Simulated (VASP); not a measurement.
## Sb: equation of state with PBE

Crystal: Sb.

```
Sb
1.0
    -1.57654    1.57654    2.71194
     1.57654   -1.57654    2.71194
     1.57654    1.57654   -2.71194
Sb
1
Direct
  0.00000 0.00000 0.00000
```

This isn't the form of Sb at room conditions, which is rhombohedral.

- Program: VASP 6.6.1
- Task: equation of state
- Functional: PBE
- Potentials or basis: VASP PAW PBE potentials, release 64 (Sb)
- Cutoff: 520 eV
- k mesh: 12 × 12 × 12
- Occupations: fermi-dirac, width 0.05 eV
- Spin: no spin polarisation

```
Equilibrium volume                        : 27.68 Å³/atom
Bulk modulus at fixed shape and positions : 60 GPa
Pressure derivative of the bulk modulus   : 4.6
```

Energy against volume, from the lowest point:
| volume (Å³/atom) | energy (meV/atom) |
| --- | --- |
| 25.344 | 43.08 |
| 25.883 | 24.41 |
| 26.423 | 11.39 |
| 26.962 | 3.43 |
| 27.501 | 0.00 |
| 28.040 | 0.63 |
| 28.580 | 4.89 |

All runs of the series together: 110 s on 1 thread of Intel(R) Xeon(R) 6975P-C (Granite Rapids), with other jobs on the host.

Caveat: the cell was scaled at fixed shape and fractional positions, which overstates the stiffness of a crystal with free parameters, most of all of layers and chains. Spin-orbit coupling is left out, which matters for the levels of Sb.
